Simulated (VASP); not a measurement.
Wanted: the native input for a VASP 6.6.1 run.

```yaml
Task: band structure
Functional: LDA
Potentials_or_basis: VASP PAW LDA potentials, release 64 (As, B)
Cutoff: 520 eV
k_mesh: 8 × 8 × 8
Occupations: gaussian, width 0.02 eV
Spin: spin-orbit coupling, no magnetisation
Ladder: free
Further_INCAR_settings: ALGO = Fast; EDIFF = 1e-06
```

The structure of BAs lies in POSCAR:

```
BAs
1.0
    0.0000000000      2.3885000000      2.3885000000
    2.3885000000      0.0000000000      2.3885000000
    2.3885000000      2.3885000000      0.0000000000
As B
1 1
Direct
    0.7500000000      0.7500000000      0.7500000000
    0.0000000000      0.0000000000      0.0000000000
```

One way to write it, as run:

INCAR

```
SYSTEM = BAs
PREC = Accurate ; ENCUT = 520
EDIFF = 1E-6 ; ISMEAR = 0
SIGMA = 0.02 ; LREAL = .FALSE.
LASPH = .TRUE. ; NELM = 100
ALGO = Fast ; ISIF = 2
LWAVE = .FALSE. ; LCHARG = .FALSE.
MAGMOM = 0 0 0 0 0 0 ; LORBIT = 11
LSORBIT = .TRUE. ; GGA_COMPAT = .FALSE.
GGA = CA ; KPAR = 2
```

KPOINTS

```
regular mesh
0
G
  8 8 8
  0 0 0
```

KPOINTS_OPT

```
path GXWKGLUWLK,UX
10
line-mode
reciprocal
 0.0000000000  0.0000000000  0.0000000000  G
 0.5000000000  0.0000000000  0.5000000000  X

 0.5000000000  0.0000000000  0.5000000000  X
 0.5000000000  0.2500000000  0.7500000000  W

 0.5000000000  0.2500000000  0.7500000000  W
 0.3750000000  0.3750000000  0.7500000000  K

 0.3750000000  0.3750000000  0.7500000000  K
 0.0000000000  0.0000000000  0.0000000000  G

 0.0000000000  0.0000000000  0.0000000000  G
 0.5000000000  0.5000000000  0.5000000000  L

 0.5000000000  0.5000000000  0.5000000000  L
 0.6250000000  0.2500000000  0.6250000000  U

 0.6250000000  0.2500000000  0.6250000000  U
 0.5000000000  0.2500000000  0.7500000000  W

 0.5000000000  0.2500000000  0.7500000000  W
 0.5000000000  0.5000000000  0.5000000000  L

 0.5000000000  0.5000000000  0.5000000000  L
 0.3750000000  0.3750000000  0.7500000000  K

 0.6250000000  0.2500000000  0.6250000000  U
 0.5000000000  0.0000000000  0.5000000000  X
```

Potentials or basis: VASP PAW LDA potentials, release 64 (As, B).

Command:

```bash
$ cat potpaw_LDA.64/As/POTCAR potpaw_LDA.64/B/POTCAR > POTCAR
$ mpirun -np 2 vasp_ncl > vasp.out
```

It gave:

| Property | Result |
| --- | --- |
| Pressure | -3.1 GPa |
| Valence electrons inside the program's atomic spheres | As 2.94; B 1.83 |

Wall time 82 s on 2 MPI ranks on Intel(R) Xeon(R) Platinum 8488C (Sapphire Rapids), on a shared host, peak memory 0.23 GiB a rank.
